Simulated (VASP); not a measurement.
A run of VASP 6.6.1 is set up as follows.

Contents of INCAR:

```
PREC = Accurate
ENCUT = 500
EDIFF = 1E-6
ISMEAR = 0
SIGMA = 0.01
LREAL = False
LASPH = True
NELM = 120
ALGO = Normal
ISIF = 2
LWAVE = False
LCHARG = False
GGA = PS
NBANDS = 11
GGA_COMPAT = False
```

The input KPOINTS:

```
regular mesh
0
Gamma
  5 5 5
```

Contents of POSCAR:

```
AlP
1.0
    0.0000000000      2.7255000000      2.7255000000
    2.7255000000      0.0000000000      2.7255000000
    2.7255000000      2.7255000000      0.0000000000
Al P
1 1
Direct
    0.0000000000      0.0000000000      0.0000000000
    0.2500000000      0.2500000000      0.2500000000
```

Potentials or basis: VASP PAW PBE potentials, release 64 (Al, P).

Launch:

```sh
$ cat potpaw_PBE.64/Al/POTCAR potpaw_PBE.64/P/POTCAR > POTCAR
$ mpirun -np 1 vasp_std > vasp.out
```

**Question.** What does it give for the pressure?

**Answer.** 1.1 GPa.

**Question.** Estimate the band gap on the k mesh.

**Answer.** 1.67 eV, indirect (least direct gap 3.24 eV).

Caveat: the PAW data sets were made with another functional, which shifts forces and pressure a little.

**Measured values to compare with.**

A printed reference work, data compilation reports, for a bulk crystal of AlP at 4.2 K: band gap 2.505 eV (indirect).

Against the measured gap of AlP, 2.505 eV (indirect; 4.2 K; a printed reference work, data compilation), the calculated 1.67 eV is off by -0.83 eV. The value is that of PBEsol on a finite k mesh, which can miss the band edges, without temperature or zero-point motion. Semilocal functionals fall short of measured gaps as a rule.
